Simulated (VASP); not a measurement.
# In (P3_121) in VASP: a series of runs, part 2 of 2

VASP 6.6.1. The steps go on from the part before.

## Step 3: Single point, r2SCAN

This run uses another cell than the first one: it holds 12 atoms, not 3.

POSCAR reads:

```
In
1.0
    3.8498254057      2.2226977343      6.5655005699
   -3.8498254057      2.2226977343      6.5655005699
    0.0000000000     -4.4453954685      6.5655005699
In
12
Direct
    0.0101900000      0.6536100000      0.0101900000
    0.0101900000      0.0101900000      0.6536100000
    0.6536100000      0.0101900000      0.0101900000
    0.9898100000      0.3463900000      0.9898100000
    0.3463900000      0.9898100000      0.9898100000
    0.9898100000      0.9898100000      0.3463900000
    0.2211800000      0.6306000000      0.2211800000
    0.2211800000      0.2211800000      0.6306000000
    0.6306000000      0.2211800000      0.2211800000
    0.7788200000      0.3694000000      0.7788200000
    0.3694000000      0.7788200000      0.7788200000
    0.7788200000      0.7788200000      0.3694000000
```

INCAR.step1 reads:

```
SYSTEM = In
  ALGO = Normal
  EDIFF = 1E-4
  ENCUT = 520
  GGA = PE
  ISMEAR = 0
  LASPH = .TRUE.
  LCHARG = .FALSE.
  LREAL = .FALSE.
  LWAVE = .TRUE.
  NBANDS = 90
  NELM = 60
  PREC = Accurate
  SIGMA = 0.1
```

INCAR.step2 reads:

```
SYSTEM = In
  ALGO = Normal
  EDIFF = 1E-7
  ENCUT = 520
  ISIF = 2
  ISMEAR = 0
  ISTART = 1
  LASPH = .TRUE.
  LCHARG = .FALSE.
  LMIXTAU = .TRUE.
  LREAL = .FALSE.
  LWAVE = .FALSE.
  METAGGA = R2SCAN
  NBANDS = 90
  NELM = 60
  PREC = Accurate
  SIGMA = 0.1
```

KPOINTS reads:

```
k-points
0
G
  3 3 3
  0 0 0
```

Potentials or basis: VASP PAW PBE potentials, release 64 (In_d).

Launch:

```sh
$ cat potpaw_PBE.64/In_d/POTCAR > POTCAR
$ cp INCAR.step1 INCAR
$ mpirun -np 1 vasp_std > vasp.out
$ cp INCAR.step2 INCAR
$ mpirun -np 1 vasp_std > vasp.out
```

OUTCAR:

```text
SYSTEM = In
   EDIFF = 1E-7
   ENCUT = 520
   ISIF = 2
   ISMEAR = 0
   ISTART = 1
   LASPH = .TRUE.
   LREAL = .FALSE.
   METAGGA = R2SCAN
   NELM = 60
   PREC = Accurate

 ion  position               nearest neighbor table
   1  0.010  0.654  0.010-   4 2.62   2 2.75   3 2.75   7 2.82  12 2.83  11 2.83
   2  0.010  0.010  0.654-   6 2.62   3 2.75   1 2.75   8 2.82  10 2.83  11 2.83
   3  0.654  0.010  0.010-   5 2.62   2 2.75   1 2.75   9 2.82  12 2.83  10 2.83
   4  0.990  0.346  0.990-   1 2.62   6 2.75   5 2.75  10 2.82   8 2.83   9 2.83
   5  0.346  0.990  0.990-   3 2.62   6 2.75   4 2.75  11 2.82   8 2.83   7 2.83
   6  0.990  0.990  0.346-   2 2.62   4 2.75   5 2.75  12 2.82   9 2.83   7 2.83
   7  0.221  0.631  0.221-  11 2.79  12 2.79   1 2.82   5 2.83   6 2.83   8 3.15   9 3.15
   8  0.221  0.221  0.631-  10 2.79  11 2.79   2 2.82   4 2.83   5 2.83   7 3.15   9 3.15
   9  0.631  0.221  0.221-  10 2.79  12 2.79   3 2.82   4 2.83   6 2.83   8 3.15   7 3.15
  10  0.779  0.369  0.779-   9 2.79   8 2.79   4 2.82   3 2.83   2 2.83  12 3.15  11 3.15
[... 751 lines left out ...]
     89      10.3980      0.00000
     90      10.8744      0.00000

------------------------ aborting loop because EDIFF is reached ----------------------------------------

  FORCE on cell =-STRESS in cart. coord.  units (eV):
  Direction    XX          YY          ZZ          XY          YZ          ZX
  --------------------------------------------------------------------------------------
  -------------------------------------------------------------------------------------
  Total       21.9126323     21.9126323     25.3309373     -0.0000000      0.0000000      0.0000000
  in kB      104.1512769    104.1512769    120.3985644     -0.0000000      0.0000000      0.0000000
  external PRESSURE =     109.5670394 kB  Pullay stress =       0.0000000 kB

 VOLUME and BASIS-vectors are now :
 -----------------------------------------------------------------------------
  energy-cutoff  :      520.00
  volume of cell :      337.09
      direct lattice vectors                 reciprocal lattice vectors
     3.849825406  2.222697734  6.565500570     0.129876020  0.074983955  0.050770437
    -3.849825406  2.222697734  6.565500570    -0.129876020  0.074983955  0.050770437
     0.000000000 -4.445395469  6.565500570     0.000000000 -0.149967910  0.050770437

 POSITION                                       TOTAL-FORCE (eV/Angst)
 -----------------------------------------------------------------------------------
     -2.47705      1.43013      4.42508         0.976544     -0.563808     -0.539457
      0.00000     -2.86026      4.42508        -0.000000      1.127616     -0.539457
      2.47705      1.43013      4.42508        -0.976544     -0.563808     -0.539457
      2.47705     -1.43013     15.27142        -0.976544      0.563808      0.539457
     -2.47705     -1.43013     15.27142         0.976544      0.563808      0.539457
      0.00000      2.86026     15.27142        -0.000000     -1.127616      0.539457
     -1.57620      0.91002      7.04452         1.877256     -1.083834      0.551652
      0.00000     -1.82003      7.04452        -0.000000      2.167668      0.551652
      1.57620      0.91002      7.04452        -1.877256     -1.083834      0.551652
      1.57620     -0.91002     12.65198        -1.877256      1.083834     -0.551652
     -1.57620     -0.91002     12.65198         1.877256      1.083834     -0.551652
      0.00000      1.82003     12.65198        -0.000000     -2.167668     -0.551652
 -----------------------------------------------------------------------------------
    total drift:                               -0.000000      0.000000     -0.000000

  FREE ENERGIE OF THE ION-ELECTRON SYSTEM (eV)
  ---------------------------------------------------
  free  energy   TOTEN  =      -267.6958984906 eV

  energy  without entropy=     -267.6833103911  energy(sigma->0) =     -267.68960444
```

OUTCAR.step1:

```text
SYSTEM = In
   EDIFF = 1E-4
   ENCUT = 520
   GGA = PE
   ISMEAR = 0
   LASPH = .TRUE.
   LREAL = .FALSE.
   NELM = 60
[... 797 lines left out ...]
      1.57620     -0.91002     12.65198        -1.928370      1.113345     -0.574669
     -1.57620     -0.91002     12.65198         1.928370      1.113345     -0.574669
      0.00000      1.82003     12.65198        -0.000000     -2.226690     -0.574669
 -----------------------------------------------------------------------------------
    total drift:                               -0.000000      0.000000     -0.000000

  FREE ENERGIE OF THE ION-ELECTRON SYSTEM (eV)
  ---------------------------------------------------
  free  energy   TOTEN  =       -25.7470543292 eV

  energy  without entropy=      -25.7339657151  energy(sigma->0) =      -25.74051002
```

OSZICAR.step1:

```text
N       E                     dE             d eps       ncg     rms          rms(c)
DAV:   1     0.191244038767E+04    0.19124E+04   -0.73262E+04  1080   0.241E+03
DAV:   2     0.279942837508E+03   -0.16325E+04   -0.16122E+04  1080   0.647E+02
DAV:   3    -0.421843453787E+01   -0.28416E+03   -0.27653E+03  1088   0.264E+02
DAV:   4    -0.257008108683E+02   -0.21482E+02   -0.20913E+02  1248   0.800E+01
DAV:   5    -0.265577003465E+02   -0.85689E+00   -0.85458E+00  1288   0.142E+01    0.167E+01
DAV:   6    -0.258481131806E+02    0.70959E+00   -0.13235E+00  1504   0.119E+01    0.718E+00
DAV:   7    -0.257442351539E+02    0.10388E+00   -0.14472E+00  1240   0.865E+00    0.158E+00
DAV:   8    -0.257415544371E+02    0.26807E-02   -0.16684E-01  1248   0.266E+00    0.130E+00
DAV:   9    -0.257435510948E+02   -0.19967E-02   -0.17916E-02  1624   0.650E-01    0.968E-01
DAV:  10    -0.257465013948E+02   -0.29503E-02   -0.54050E-03  1224   0.700E-01    0.180E-01
DAV:  11    -0.257467636390E+02   -0.26224E-03   -0.12043E-03  1232   0.372E-01    0.574E-02
DAV:  12    -0.257469051588E+02   -0.14152E-03   -0.38080E-04   816   0.132E-01    0.580E-02
DAV:  13    -0.257470523124E+02   -0.14715E-03   -0.27597E-04   796   0.101E-01    0.156E-02
DAV:  14    -0.257470543292E+02   -0.20168E-05   -0.18122E-05   712   0.537E-02
   1 F= -.25747054E+02 E0= -.25740510E+02  d E =-.130886E-01
```

It took 33 min on 1 thread of Intel Xeon Platinum 8488C (Sapphire Rapids), shared host; peak memory 0.55 GiB.

What came out:

```yaml
Free_energy: -267.6959 eV
Pressure: 11.0 GPa
Largest_force: 2.237 eV/Å
Band_gap_on_the_k_mesh: none (metal or under the smearing width)
```

Forces in eV/Å, atoms in the order of the input:
```
In   0.977 -0.564 -0.539
In   0.000  1.128 -0.539
In  -0.977 -0.564 -0.539
In  -0.977  0.564  0.539
In   0.977  0.564  0.539
In   0.000 -1.128  0.539
In   1.877 -1.084  0.552
In   0.000  2.168  0.552
In  -1.877 -1.084  0.552
In  -1.877  1.084 -0.552
In   1.877  1.084 -0.552
In   0.000 -2.168 -0.552
```

Stress tensor (GPa, compression positive):
```
10.42  0.00  0.00
 0.00 10.42  0.00
 0.00  0.00 12.04
```

Levels at points of the mesh, in eV from the Fermi level:
| k point | band 75 | band 76 | band 77 | band 78 | band 79 | band 80 | band 81 | band 82 |
| --- | --- | --- | --- | --- | --- | --- | --- | --- |
| (0.00, 0.00, 0.00) | -0.27 | -0.27 | -0.19 | 0.49 | 0.85 | 0.85 | 1.54 | 3.02 |

Caveat: the PAW data sets were made with another functional, which shifts forces and pressure a little.

## Step 4: Single point, r2SCAN

This run uses another cell than the first one, of 27.64 Å³/atom, 1.027 times its volume.

POSCAR reads:

```
In
1.0
    4.6436192790      0.0000000000      0.0000000000
   -2.3218096395      4.0214922611      0.0000000000
    0.0000000000      0.0000000000      4.4400797561
In
3
Direct
    0.3320532990      0.0000000000      0.3333333333
    0.0000000000      0.3320532990      0.6666666667
    0.6679467010      0.6679467010      0.0000000000
```

INCAR.step1 reads:

```
SYSTEM = In
PREC = Accurate ; ENCUT = 520
ISMEAR = 0 ; SIGMA = 0.1
LREAL = .FALSE. ; LASPH = .TRUE.
NELM = 100 ; NBANDS = 26
GGA = PE ; ALGO = Normal
EDIFF = 1E-4 ; LWAVE = .TRUE.
LCHARG = .FALSE.
```

INCAR.step2 reads:

```
SYSTEM = In
PREC = Accurate ; ENCUT = 520
EDIFF = 1E-6 ; ISMEAR = 0
SIGMA = 0.1 ; LREAL = .FALSE.
LASPH = .TRUE. ; NELM = 100
ALGO = Normal ; ISIF = 2
LWAVE = .FALSE. ; LCHARG = .FALSE.
METAGGA = R2SCAN ; LMIXTAU = .TRUE.
NBANDS = 26 ; ISTART = 1
```

KPOINTS reads:

```
Automatic mesh
0
G
  6 6 4
  0 0 0
```

Launch:

```sh
$ cat potpaw_PBE.64/In_d/POTCAR > POTCAR
$ cp INCAR.step1 INCAR
$ mpirun -np 1 vasp_std > vasp.out
$ cp INCAR.step2 INCAR
$ mpirun -np 1 vasp_std > vasp.out
```

Wall time 1.7 min (1 thread of Intel Xeon Platinum 8488C (Sapphire Rapids), shared host); peak memory 0.22 GiB.

It converged, with:

- Free energy: -67.7042 eV
- Pressure: 0.2 GPa
- Largest force: 0.035 eV/Å
- Band gap on the k mesh: none (metal or under the smearing width)

Forces in eV/Å, atoms in the order of the input:
```
In   0.035  0.000  0.000
In  -0.017  0.030  0.000
In  -0.017 -0.030  0.000
```

Stress tensor (GPa, compression positive):
```
0.29 0.00 0.00
0.00 0.29 0.00
0.00 0.00 0.01
```

Levels at points of the mesh, in eV from the Fermi level:
```csv
k point,band 15,band 16,band 17,band 18,band 19,band 20,band 21,band 22,band 23,band 24
"(0.00, 0.00, 0.00)",-15.00,-9.83,-2.06,-2.06,0.78,0.81,0.81,0.84,2.68,2.68
"(0.50, 0.00, 0.00)",-14.79,-7.22,-7.19,-2.09,-2.03,0.68,1.69,1.71,4.78,6.45
"(0.00, 0.00, 0.50)",-14.79,-7.74,-7.74,0.99,0.99,2.30,3.34,3.37,3.38,3.38
"(0.50, 0.00, 0.50)",-15.01,-5.70,-5.20,-5.18,-3.81,0.35,0.35,1.30,1.31,9.28
```

Caveat: the PAW data sets were made with another functional, which shifts forces and pressure a little.

## Step 5: The runs side by side

```csv
task,cell,k mesh,cutoff (eV),gap on the mesh (eV),pressure (GPa),largest force (eV/Å)
relaxation of cell and atoms,relaxed,6 × 6 × 4,600,none,0.0,0.04
single point,"R-3m, 28.09 Å³/atom",3 × 3 × 3,520,none,11.0,2.24
single point,"P3_121, 27.64 Å³/atom",6 × 6 × 4,520,none,0.2,0.03
```

Alike in all rows: level r2SCAN; potentials or basis VASP PAW PBE potentials, release 64 (In_d); no spin polarisation; smearing gaussian 0.1 eV.

Caveats: the PAW data sets were made with another functional, which shifts forces and pressure a little.

Absolute energies hang on the potentials; compare differences alone.
